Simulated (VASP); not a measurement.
Write the native input for VASP 6.6.1 that does the following.

```yaml
Task: electric field gradients
Functional: PBE
Potentials_or_basis: VASP PAW PBE potentials, release 64 (Ga_d, O)
Cutoff: 520 eV
k_mesh: 5 × 5 × 5
Occupations: gaussian, width 0.02 eV
Spin: no spin polarisation
Further_INCAR_settings: ALGO = Normal; EDIFF = 1e-08
```

The structure of Ga2O3 lies in POSCAR:

```
Ga2O3
1.0
    2.4912496600      1.4383236600      4.4776700000
   -2.4912496600      1.4383236600      4.4776700000
    0.0000000000     -2.8766473200      4.4776700000
Ga O
4 6
Direct
    0.3275383300      0.3730255000      0.4339260900
    0.1226850000      0.1996506100      0.1309869800
    0.6575711600      0.6681613400      0.6067828300
    0.8117986800      0.8606050300      0.8644208700
    0.5719675800      0.9374977000      0.2597667500
    0.2931015800      0.5446146900      0.8991745800
    0.9691647800      0.1972850700      0.5753189600
    0.4882741500      0.0028275800      0.7620414600
    0.7493726300      0.4250905300      0.0293894900
    0.0085261100      0.7912419500      0.4381919900
```

The cell isn't the ideal one: all atoms moved at random, sigma 0.15 Å a component.

The input as run:

INCAR

```
SYSTEM = Ga2O3
ALGO = Normal
EDIFF = 1E-8
ENCUT = 520
GGA = PE
ISIF = 2
ISMEAR = 0
LASPH = .True.
LCHARG = .False.
LEFG = .True.
LREAL = .False.
LWAVE = .False.
NELM = 100
PREC = Accurate
SIGMA = 0.02
```

KPOINTS

```
k-points
0
Gamma
  5 5 5
  0 0 0
```

Potentials or basis: VASP PAW PBE potentials, release 64 (Ga_d, O).

Command:

```console
$ cat potpaw_PBE.64/Ga_d/POTCAR potpaw_PBE.64/O/POTCAR > POTCAR
$ mpirun -np 1 vasp_std > vasp.out
```

Results of the run:

```json
{
 "Pressure": "21.7 GPa",
 "Largest force": "6.679 eV/Å",
 "Band gap on the k mesh": "1.80 eV, direct"
}
```

Caveat: so large a pressure means that the cell lies far from this level's equilibrium, or that cutoff or potentials fall short; forces of over 1 eV/Å show positions far from the minimum, so gaps and moduli don't describe the material at rest.

Wall time 3.2 min on 1 thread of Intel(R) Xeon(R) 6975P-C (Granite Rapids), with other jobs on the host, peak memory 0.38 GiB.
